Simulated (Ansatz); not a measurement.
Runs of Ansatz 0.2.0 on LiF. The structure is cubic, space group Pm-3m (No. 221). The conventional cell has a = 2.560 Å, b = 2.560 Å, c = 2.560 Å, α = 90.00°, β = 90.00°, γ = 90.00°. F (site symmetry m-3m) has 8 Li at 2.22 Å as nearest neighbours. Around Li (site symmetry m-3m) lie 8 F at 2.22 Å. Measurements of this composition are mostly on another form, of space group No. 225.

```tsv
task	level	cell	cutoff (eV)	smearing	gap on the mesh (eV)	pressure (GPa)
relaxation of cell and atoms	LDA	relaxed	-	gaussian 0.1 eV	(a)	0.0
single point	LDA	as given	241	gaussian 0.05 eV	(b)	-7.6
band structure	RPBE+D3(BJ)	as given	243	gaussian 0.1 eV	7.70	-10.6
single point	RPBE	as given	243	gaussian 0.1 eV	7.70	3.9
```

Alike in all rows: potentials or basis all-electron LAPW, scalar-relativistic; no spin polarisation; k mesh 10 × 10 × 10; basis error allowed 0.001 eV/atom.

**Question.** Fill in the values left out.

**Answer.** (a) 8.27; (b) 7.29.

A k mesh can miss the band edges.

Runs at the PBE level aren't shown here.
